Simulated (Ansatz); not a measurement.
# Stack of 1T-PtSSe under 1T-ZrSSe, shifted by two thirds of the diagonal in a perpendicular field, part 2 of 2

Wanted: the out-of-plane response of the stack of 1T-PtSSe under 1T-ZrSSe, shifted by two thirds of the diagonal. A positive field points along +c.

Ansatz 0.2.0; plane-wave DFT, PBE-D3(BJ), Ansatz PAW.

So far. Step 2 (Relaxing the slab): The lattice constant a goes from 3.700 to 3.658 Å.

### Step 3. Single point, field 0, start network

A sawtooth potential applies the field, turning back in the middle of the vacuum. With the dipole correction the typed value is the field outside the slab. The induced dipole is small, so the SCF threshold is tight.

The cell differs from the one that the last finished run ended in (c 47.975 → 27.066 Å).

Input file input.yaml:

```yaml
crystal:
  lattice:
    - [3.6579548745, 0.0, 0.0]
    - [-1.8289774373, 3.1678818472, 0.0]
    - [0.0, 0.0, 27.0657167099]
  atoms:
    - { symbol: Se, position: [0.6666666667, 0.3333333333, 0.3325239858] }
    - { symbol: Pt, position: [0.0, 0.0, 0.3817215911] }
    - { symbol: S, position: [0.3333333333, 0.6666666667, 0.4258743167] }
    - { symbol: Se, position: [0.3333333333, 0.6666666667, 0.553479875] }
    - { symbol: Zr, position: [0.6666666667, 0.3333333333, 0.6148359264] }
    - { symbol: S, position: [0.0, 0.0, 0.6674760142] }
kpoints:
  mp_grid: { grid: [18, 18, 1] }
  band_path:
    path: [[0, 0, 0], [0.5, 0, 0], [0.33333333, 0.33333333, 0], [0, 0, 0]]
    npoints: 16
hamiltonian:
  xc: pbe
  dispersion: d3bj
scf:
  occupations: { method: fermi_dirac, width: 0.02585 }
  convergence: { dr2_threshold: 1.0e-10 }
efield:
  axis: 3
  dipole_correction: true
  ramp_position: 0.97
  ramp_width: 0.06
  amplitude: 0
output:
  dos: { projected: true, e_range: [-6, 5] }
  write_potential: true
  write_density: true
  volumetric_format: npy
  elf: true
```

Launch:

```bash
$ ansatz run input.yaml --threads 2 --pin off --max-ram 3072MiB --backend cpu --events-out ev --progress --plain --runs-dir out
```

Numbers of over 12 decimals in the logs are rounded to 6 here.

Log:

```text
[...]
Crystal: 6 atoms, lattice volume = 313.637 Å³
Basis set: ecut = 420 eV, 6067 PW (Γ)
Bands: 45, of which v1, the nominal top of the filled ones, is band 37 counted from 1 (36 counted from 0)
Symmetry: 6 space group operations
[...]
k-points: 37 of 324 (time reversal used)
[...]
SCF iter   1: F=—  HF=-29456.428391 eV  |F-HF|=—  |Δ(HF+E_count)|=         —  Δρ=1.54e-3  dr2=1.35e-2  ethr=1.77e-3  p=-0.054 e·Å  D=-3.12e-2 V/Å  ΔV_dip=0.85 eV  dr2_dipole=2.80e-3  V_vac-E_F(+/−)=5.46/4.61 eV  ⟨swp⟩=8.1  Hψ=6907  notcnv=0  defer=2
efield: sawtooth ramp at fractional position 0.9700 (set: `efield.ramp_position`, or a place that a band, a saddle search or an elastic batch's reference lends), width 0.0600; the density the first Hamiltonian is built on has a dipole p = -0.054 e·Å; the dipole correction subtracts the counter field D = -3.12e-2 V/Å, which shifts the + side's vacuum level by +0.85 eV against the − side's; the planar-averaged density in the ramp window peaks in size at 1.6e-5 e/Å³
[...]
SCF iter   2: F=—  HF=-29456.430014 eV  |F-HF|=—  |Δ(HF+E_count)|=   1.62e-3  Δρ=9.59e-4  dr2=1.06e-2  ethr=1.82e-5  p=-0.041 e·Å  D=-2.34e-2 V/Å  ΔV_dip=0.63 eV  dr2_dipole=4.00e-3  V_vac-E_F(+/−)=5.43/4.80 eV  ⟨swp⟩=2.2  Hψ=3199  notcnv=0  defer=107
[...]
SCF iter  13: F=-29456.429792 eV  HF=-29456.429792 eV  |F-HF|=1.09e-10  |Δ(HF+E_count)|=  1.09e-11  Δρ=5.43e-8  dr2=1.12e-11  ethr=1.00e-12  p=-0.053 e·Å  D=-3.04e-2 V/Å  ΔV_dip=0.82 eV  dr2_dipole=4.81e-13  V_vac-E_F(+/−)=5.50/4.68 eV  ⟨swp⟩=9.2  Hψ=4293  notcnv=0
SCF 1 converged in 13 iterations: F = -29456.429792 eV  dr2 = 1.12e-11
[...]
NSCF: frozen V_eff on 49 k-points
efield: sawtooth ramp at fractional position 0.9700 (kept from the solve that this one continues, or follows in the run), width 0.0600; the density the first Hamiltonian is built on has a dipole p = -0.053 e·Å; the dipole correction subtracts the counter field D = -3.04e-2 V/Å, which shifts the + side's vacuum level by +0.82 eV against the − side's; the planar-averaged density in the ramp window peaks in size at 1.2e-5 e/Å³
WARN: The output density's exchange-correlation potential varies sharply where the density is thin. Do not read a vacuum level from v_tot or v_xc, or from such a field of the output density. On a cell that repeats whose density bears no net charge and no dipole along the vacuum's axis use v_es (v_loc + v_h of the components); under efield.dipole_correction with no amplitude use v_es + v_field, which holds any externa [...]
SCF converged after 13 iterations
Free energy (F): -29456.429792 eV
[...]
Internal energy: -29456.429791 eV  (E = F + TS)
E sigma→0 (E₀):  -29456.429792 eV
Entropy (-TS):   -0.000001 eV (-0.000 meV/atom)
Fermi energy:    1.196350 eV
Dipole field:    D = -0.030398 V/Å  (p = -0.052688 e·Å, saw-weighted, corrected)
Work function:   Φ+ = 5.5018 eV   Φ− = 4.6790 eV
Levels:          The Fermi level and band energies are counted from a zero that moves with the ramp; work functions are not
[...]
--- Band table (eV; the first three rows and the last of 37) ---
  k-point 0: bands = [... 33 lower, 0.0673, 0.2043, 0.9605, 0.9605, 2.2026, 2.2026, 2.8818, 3.2996, ... 4 higher]
  k-point 1: bands = [... 33 lower, 0.0782, 0.3596, 0.6785, 0.8352, 2.2575, 2.3442, 2.9512, 3.0747, ... 4 higher]
  k-point 2: bands = [... 33 lower, 0.0899, 0.0982, 0.5378, 0.5762, 2.2533, 2.5686, 2.6486, 3.1129, ... 4 higher]
  k-point 36: bands = [... 33 lower, -1.3124, -1.1477, -0.7733, -0.3892, 1.9315, 2.4061, 3.0627, 3.4757, ... 4 higher]
```

Run time: 96 s. Hardware: 2 threads of Intel Xeon at 2.50GHz (Skylake/Cascade Lake), shared host; peak memory 0.93 GiB; 3.1 min of CPU time.

In the SCF lines HF is the Harris–Foulkes energy and dr2 the Hartree energy of the density residual, in eV; the loop may stop once dr2 is under the threshold and the program's other checks hold. Hψ counts applications of the Hamiltonian.

Numbers from this step:

```
dipole along the normal            : -0.05269 e·Å
gap along the path                 : 0.4981 eV
smallest direct gap along the path : 1.236 eV
step between the vacuum levels     : 0.8228 eV
ionisation energy, upper face      : 5.738 eV
electron affinity, upper face      : 5.240 eV
ionisation energy, lower face      : 4.915 eV
gap, the smaller of path and mesh  : 0.4981 eV
```

Running mean over a fixed 2.7 Å (it still follows the layers) of the planar mean; the ramp of the sawtooth is left out. Table of electron's electrostatic potential energy less the Fermi level by z:

```csv
z (Å),electron's electrostatic potential energy less the Fermi level (eV)
3.5,4.68
4.0,4.68
4.5,4.68
5.0,4.68
5.5,4.67
6.0,4.63
6.5,4.49
7.0,3.84
7.5,2.45
8.0,0.752
8.5,-1.58
9.0,-4.72
9.5,-7.57
10.0,-8.90
10.5,-9.24
11.0,-8.31
11.5,-5.52
12.0,-2.12
12.5,0.640
13.0,2.26
13.5,2.55
14.0,1.50
14.5,-0.205
15.0,-2.64
15.5,-5.77
16.0,-7.51
16.5,-8.26
17.0,-8.52
17.5,-7.62
18.0,-4.61
18.5,-1.39
19.0,0.983
19.5,3.14
20.0,4.78
20.5,5.35
21.0,5.47
21.5,5.50
22.0,5.50
22.5,5.50
23.0,5.50
23.5,5.50
```

The density of states has structure finer than the step of the table below, so its rows give means over 0.25 eV, whole bins alone (the curve runs from -6 to 2.24 eV). Peaks (eV: height): -5.920: 11.3, -4.020: 10.5, -3.680: 11.9, -3.020: 15.5, -2.250: 12.6, -1.480: 14.0, 0.810: 9.57.

The density of states by energy, zero at the Fermi level of the run, which the smearing sets inside the gap; means over each step:

```csv
energy (eV),density of states (states/eV a cell)
-5.75,3.63
-5.50,3.59
-5.25,1.59
-5.00,1.71
-4.75,5.71
-4.50,5.39
-4.25,5.90
-4.00,5.16
-3.75,7.31
-3.50,2.63
-3.25,6.72
-3.00,12.3
-2.75,5.26
-2.50,4.22
-2.25,5.87
-2.00,4.98
-1.75,5.19
-1.50,7.52
-1.25,6.15
-1.00,2.53
-0.75,1.71
-0.50,1.17
-0.25,0.102
0.00,0
0.25,0.335
0.50,1.66
0.75,4.81
1.00,3.66
1.25,5.06
1.50,5.44
1.75,3.98
2.00,2.54
```

Projected DOS per atom over height of the atomic layer and energy from the Fermi level. Layers: Se Pt S Se Zr S from below.

Ten even steps from '_' (0.00 states/eV) to '@' (3.79 states/eV), each cell a mean:
```
________--__
::::::__--__
--::::__--__
::::::__--__
......__::__
____________
____________
______..____
..__....____
--::--==....
::::::==__::
::::::--__..
::::..::..::
..--..----++
..@@..::--==
__..__--::--
__==__::::--
..==....::--
::++::__....
....________
::--::______
::%%--______
```
Columns: height of the atomic layer (Å) from 9 to 18.1 (not evenly spaced); rows upwards: energy from the Fermi level (eV) from -5.96 to 2.23.

The electronic bands at the labelled points (eV, zero at the Fermi level of the run, which the smearing sets inside the gap):

```csv
point,band 34,band 35,band 36,band 37,band 38,band 39,band 40,band 41
Γ,-1.13,-0.99,-0.24,-0.24,1.01,1.01,1.69,2.10
halfway,-1.44,-1.39,-1.16,-0.79,0.55,0.75,1.68,2.19
M,-2.83,-2.39,-1.69,-1.27,0.26,1.60,1.85,2.75
halfway,-2.32,-2.24,-1.99,-1.59,0.98,1.15,1.48,2.64
K,-2.51,-2.34,-1.97,-1.59,0.74,1.21,1.87,2.28
halfway,-1.83,-1.66,-1.29,-0.75,0.90,0.98,1.33,1.69
Γ,-1.13,-0.99,-0.24,-0.24,1.01,1.01,1.69,2.10
```

Electrostatic potential energy in the ca plane at fractional y = 0.000, with atoms of Pt and S within 0.2 Å of it. With pseudopotentials it is smooth inside the atoms' cores, unlike the true potential.

Ten even steps from '0' (-38 eV) to '9' (6 eV), each cell a mean:
```
99999999999999999999971000179999999999999986
99999999999999999999984001589999999999999887
99999999999999999999887656889999999999988888
99999999999999999998888888888999999988887777
99999999999999999998778999888999999987887667
99999999999999999998788999888999999988887667
99999999999999999999888878889999999998888778
99999999999999999999986323789999999999998888
99999999999999999999972000389999999999999987
99999999999999999999970000179999999999999985
```
Columns run along c (16.0 Å, from fractional 0.06 to 0.65 of the cell; values clipped at the 3rd and 97th percentile), rows up along a (3.7 Å). Atoms in or near the plane, at fractional coordinates: Pt at (0.38, 0.00).

Valence density in the ca plane at fractional y = 0.000, with atoms of Pt and S within 0.2 Å of it. It is the smooth field of the valence electrons, not physical close to the nuclei.

Values in units of 1e0 e/Å³, 6 rows by 16 columns, each cell a mean:
```
0.0 0.6 6.5 2.1 0.1 0.0 0.0 0.1 0.1 0.6 0.9 0.4 0.0 0.0 0.0 0.0
0.1 0.3 0.9 0.5 0.1 0.0 0.1 0.2 0.2 0.3 0.5 0.1 0.0 0.0 0.0 0.0
0.1 0.3 0.2 0.3 0.2 0.0 0.2 0.4 0.4 0.2 0.1 0.0 0.0 0.0 0.0 0.0
0.1 0.3 0.3 0.3 0.2 0.0 0.1 0.4 0.3 0.2 0.2 0.0 0.0 0.0 0.0 0.0
0.1 0.3 2.0 0.7 0.1 0.0 0.1 0.1 0.1 0.4 0.8 0.2 0.0 0.0 0.0 0.0
0.0 0.7 8.4 2.8 0.1 0.0 0.0 0.1 0.1 0.6 0.8 0.5 0.0 0.0 0.0 0.0
```
Columns run along c (16.0 Å, from fractional 0.29 to 0.88 of the cell), rows up along a (3.7 Å). Atoms in or near the plane, at fractional coordinates: Pt at (0.38, 0.00), S at (0.67, 0.00).

ELF in the ca plane at fractional y = 0.000, with atoms of Pt and S within 0.2 Å of it. It is the smooth field of the valence electrons, not physical close to the nuclei.

Values, 6 rows by 16 columns, each cell a mean:
```
0.07 0.30 0.61 0.42 0.11 0.01 0.04 0.12 0.16 0.69 0.57 0.84 0.31 0.02 0.00 0.00
0.32 0.42 0.33 0.35 0.30 0.04 0.34 0.55 0.19 0.39 0.79 0.59 0.12 0.00 0.00 0.00
0.63 0.59 0.23 0.50 0.60 0.10 0.61 0.76 0.28 0.12 0.23 0.10 0.01 0.00 0.00 0.00
0.57 0.56 0.25 0.47 0.54 0.09 0.57 0.73 0.26 0.16 0.42 0.22 0.02 0.00 0.00 0.00
0.20 0.34 0.41 0.32 0.20 0.02 0.22 0.40 0.17 0.53 0.83 0.72 0.19 0.01 0.00 0.00
0.05 0.33 0.66 0.49 0.11 0.01 0.02 0.07 0.16 0.70 0.37 0.85 0.34 0.02 0.00 0.00
```
Columns run along c (16.0 Å, from fractional 0.29 to 0.88 of the cell), rows up along a (3.7 Å). Atoms in or near the plane, at fractional coordinates: Pt at (0.38, 0.00), S at (0.67, 0.00).

The gap is 0.50 eV, with the valence edge 5.74 eV and the conduction edge 5.24 eV under the upper vacuum level. Spin-orbit coupling, left out in this run, matters for the bands of elements this heavy.

### Step 4. Atoms held, field 0.1 V/Å

Changes to input.yaml since step 3:

```diff
@@ -26,7 +26,6 @@
   dipole_correction: true
-  ramp_position: 0.97
-  ramp_width: 0.06
-  amplitude: 0
+  ramp_position: 0.9538
+  ramp_width: 0.0868
+  amplitude: 0.1
 output:
-  dos: { projected: true, e_range: [-6, 5] }
   write_potential: true
@@ -34,2 +33 @@
   volumetric_format: npy
-  elf: true
```

Log:

```text
[...]
Crystal: 6 atoms, lattice volume = 313.637 Å³
Basis set: ecut = 420 eV, 6067 PW (Γ)
Bands: 45, of which v1, the nominal top of the filled ones, is band 37 counted from 1 (36 counted from 0)
Symmetry: 6 space group operations
[...]
k-points: 37 of 324 (time reversal used)
[...]
k-point 0: bands = [... 33 lower, 0.0149, 0.2039, 1.0094, 1.0094, 2.2532, 2.2532, 2.9349, 3.2466, ... 4 higher]
  k-point 1: bands = [... 33 lower, 0.0258, 0.3472, 0.7272, 0.8841, 2.3079, 2.3947, 3.0008, 3.0253, ... 4 higher]
  k-point 2: bands = [... 33 lower, 0.0378, 0.1328, 0.5306, 0.6247, 2.3036, 2.5160, 2.6986, 3.0602, ... 4 higher]
  k-point 36: bands = [... 33 lower, -1.2879, -1.0985, -0.8282, -0.4246, 1.8769, 2.3539, 3.1140, 3.5237, ... 4 higher]
[key lines of the parts left out:]
SCF converged after 18 iterations
Free energy (F): -29456.427761 eV
Fermi energy:    1.246746 eV
Dipole field:    D = 0.006973 V/Å  (p = 0.012086 e·Å, saw-weighted, corrected)
```

It took 1.9 min on 2 threads; peak memory 0.92 GiB.

The dipole is 0.0121 e·Å, 0.0648 e·Å from its value without field, and the gap 0.501 eV.

### Step 5. Single point, field -0.1 V/Å

Changes to input.yaml since step 4:

```diff
@@ -28,3 +28,3 @@
   ramp_width: 0.0868
-  amplitude: 0.1
+  amplitude: -0.1
 output:
```

Log:

```text
[...]
Crystal: 6 atoms, lattice volume = 313.637 Å³
Basis set: ecut = 420 eV, 6067 PW (Γ)
Bands: 45, of which v1, the nominal top of the filled ones, is band 37 counted from 1 (36 counted from 0)
Symmetry: 6 space group operations
[...]
k-points: 37 of 324 (time reversal used)
[...]
k-point 0: bands = [... 33 lower, 0.1234, 0.2128, 0.9153, 0.9153, 2.1560, 2.1560, 2.8323, 3.3564, ... 4 higher]
  k-point 1: bands = [... 33 lower, 0.1342, 0.3812, 0.6336, 0.7901, 2.2108, 2.2977, 2.9019, 3.1312, ... 4 higher]
  k-point 2: bands = [... 33 lower, 0.0764, 0.1456, 0.5316, 0.5539, 2.2067, 2.6022, 2.6249, 3.0913, ... 4 higher]
  k-point 36: bands = [... 33 lower, -1.3352, -1.1934, -0.7139, -0.3480, 1.9897, 2.4620, 3.0152, 3.4316, ... 4 higher]
[key lines of the parts left out:]
SCF converged after 18 iterations
Free energy (F): -29456.438299 eV
Fermi energy:    1.149718 eV
Dipole field:    D = -0.067758 V/Å  (p = -0.117443 e·Å, saw-weighted, corrected)
```

Run time: 1.8 min. Hardware: 2 threads; peak memory 0.92 GiB.

The dipole is -0.117 e·Å, -0.0648 e·Å from its value without field, and the gap 0.495 eV.

### Step 6. Response, atoms held

This step: plane-wave DFT, PBE-D3(BJ), Ansatz PAW; response to a field along the normal, atoms held (Ansatz 0.2.0).

The dipoles give the slope, and the difference of two potentials shows where the field is screened.

This step gave:

```yaml
equivalent_conductor_thickness_p_eps_0ae: 10.11 Å
distance_between_the_outer_atoms: 9.066 Å
```

Table of dipole of the cell by applied field:

```csv
applied field (V/Å),dipole of the cell (e·Å)
-0.1000,-0.117
0.0000,-0.0527
0.1000,0.0121
```

Local field over the applied field, running mean. From the potentials at -0.1 and 0.1 V/Å; running mean over 2.8 Å. The local field over applied field by z:

```csv
z (Å),local field over applied field
4.5,0.997
5.0,0.993
5.5,0.981
6.0,0.950
6.5,0.884
7.0,0.768
7.5,0.620
8.0,0.457
8.5,0.295
9.0,0.159
9.5,0.0694
10.0,0.0287
10.5,0.0267
11.0,0.0602
11.5,0.130
12.0,0.215
12.5,0.288
13.0,0.321
13.5,0.312
14.0,0.268
14.5,0.190
15.0,0.110
15.5,0.0589
16.0,0.0410
16.5,0.0403
17.0,0.0552
17.5,0.103
18.0,0.198
18.5,0.333
19.0,0.492
19.5,0.655
20.0,0.806
20.5,0.914
21.0,0.968
21.5,0.989
22.0,0.997
22.5,0.999
```

Electrons, planar mean, per unit field. Table of induced electron density by z:

```csv
z (Å),induced electron density (e/Å³ per V/Å)
4.5,9.1e-6
5.0,2.7e-5
5.5,7.6e-5
6.0,2.1e-4
6.5,5.3e-4
7.0,0.00125
7.5,0.00252
8.0,0.00330
8.5,0.00176
9.0,0.00107
9.5,4.3e-4
10.0,-1.0e-4
10.5,-1.9e-4
11.0,-2.0e-4
11.5,-7.7e-4
12.0,-0.00145
12.5,-0.00215
13.0,-7.9e-4
13.5,0.00105
14.0,0.00247
14.5,0.00142
15.0,2.4e-4
15.5,4.4e-4
16.0,-5.7e-4
16.5,-4.1e-4
17.0,4.6e-4
17.5,-1.6e-4
18.0,-5.7e-4
18.5,-0.00233
19.0,-0.00376
19.5,-0.00232
20.0,-9.6e-4
20.5,-3.4e-4
21.0,-1.1e-4
21.5,-3.5e-5
22.0,-1.0e-5
22.5,-3.1e-6
```

The smaller of the gaps on the path and on the k-mesh, counted as 0 under 0.03 eV. The gap by applied field:

```csv
applied field (V/Å),gap (eV)
-0.1000,0.495
0.0000,0.498
0.1000,0.501
```

By hand: between -0.1 and 0.1 V/Å the dipole changes by 0.1295 e·Å, a slope of 0.6476 e·Å²/V. A perfect conductor of thickness t has p = ε₀AEt, so t = 180.95 × 0.6476 / 11.588 = 10.11 Å (e/ε₀ = 180.95 V·Å, A in Å²).

The induced dipole is that of a conductor 10.11 Å thick.

### Step 7. Summary of results

```json
{
  "gap without field": "0.498 eV",
  "ionisation energy, upper face": "5.74 eV",
  "electron affinity, upper face": "5.24 eV",
  "step between the vacuum levels": "0.823 eV",
  "equivalent conductor thickness, atoms held": "10.1 Å"
}
```

What this shows: The induced dipole equals that of a perfect conductor 10.11 Å thick, while the outer atoms lie 9.07 Å apart; an out-of-plane ε follows only once a thickness t is chosen, by 1 − 1/ε = 10.11 Å / t. The two faces differ: the vacuum level above lies 0.82 eV higher than the one below. The gap stays within 0.01 eV of 0.50 eV over the fields run, up to 0.1 V/Å in size. Semilocal functionals give gaps that are too small, and excitons are not included. Spin-orbit coupling is left out, which matters for the bands of elements this heavy.

[Logs are printed without paths, hosts, clocks, repeated set-up lines and the standing remarks that a program may print on its own settings, such as how far it seeks lower states.]

[Hosts, paths, dates, database ids (printed as entryN), source tags and the programs' standing remarks are cut or masked in the printed files.]

[Maps of the electrostatic potential energy from Ansatz leave out the sawtooth potential of an applied field or a dipole correction, so their vacuum need not be flat; planar profiles and work functions include it.]

[The density of states shown here was stored with 400 of the rows of the run's finer table, so its peaks can read low, often by over a quarter, or be missed, and its means over a window can be off by a tenth or more.]
